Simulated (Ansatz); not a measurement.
Write the native input for Ansatz 0.2.0 that does the following.

| Property | Result |
| --- | --- |
| Task | relaxation of cell and atoms |
| Functional | PBE |
| Potentials or basis | Ansatz PAW |
| Cutoff | 420 eV (not typed: the program's choice for these potentials) |
| k mesh | 9 × 9 × 8 |
| Occupations | fermi-dirac, width 0.05 eV |
| Spin | no spin polarisation |

The system is GaAs.

```
Ga As
1.0
     3.60640    0.00000    0.00000
    -1.80320    3.12324    0.00000
     0.00000    0.00000    3.57319
Ga As
1 1
Cartesian
  0.0000 2.0822 1.7866
  0.0000 0.0000 0.0000
```

The cell was built by a generator and needn't be a form met in nature.

These files were run (other wordings do the same):

input.yaml

```yaml
crystal:
  lattice:
    - [3.60640121, 0.0, 0.0]
    - [-1.8032006, 3.12323506, 0.0]
    - [0.0, 0.0, 3.57319416]
  atoms:
    - { symbol: Ga, position: [0.33333333, 0.66666667, 0.5] }
    - { symbol: As, position: [0.0, 0.0, 0.0] }
hamiltonian:
  xc: pbe
  pseudopotentials: { kind: paw }
kpoints:
  mp_grid: { grid: [9, 9, 8] }
scf:
  occupations: { method: fermi_dirac, width: 0.05 }
output:
  forces: true
  stress: true
  eigenvalues: true
  write_density: true
  write_potential: true
  elf: true
  volumetric_format: npy
relax:
  f_tol: 0.01
  max_steps: 40
  cell: { stress_tol: 0.05 }
```

Potentials or basis: Ansatz PAW.

The run is started by

```sh
$ ansatz run input.yaml --threads 2 --pin off --max-ram 5632MiB --backend cpu --events-out ev --progress --plain --runs-dir out
```

Results of the run:

```
Relaxed volume                         : 20.59 Å³/atom
Relaxed cell                           : a = 3.821 Å, b = 3.821 Å, c = 3.257 Å, α = 90.00°, β = 90.00°, γ = 120.00°
Space group after relaxing (to 0.05 Å) : P-6m2 (No. 187)
Energy gained by relaxing              : 28.6 meV/atom
Ionic steps                            : 5
Pressure after relaxing                : 0.0 GPa
Band gap on the k mesh                 : none (metal or under the smearing width)
```

Caveat: the plane-wave basis is chosen anew once the cell has moved, so the energies of steps on either side of that aren't comparable.

Wall time 12 s on 2 threads of Arm Neoverse V2, with other jobs on the host, peak memory 0.38 GiB.
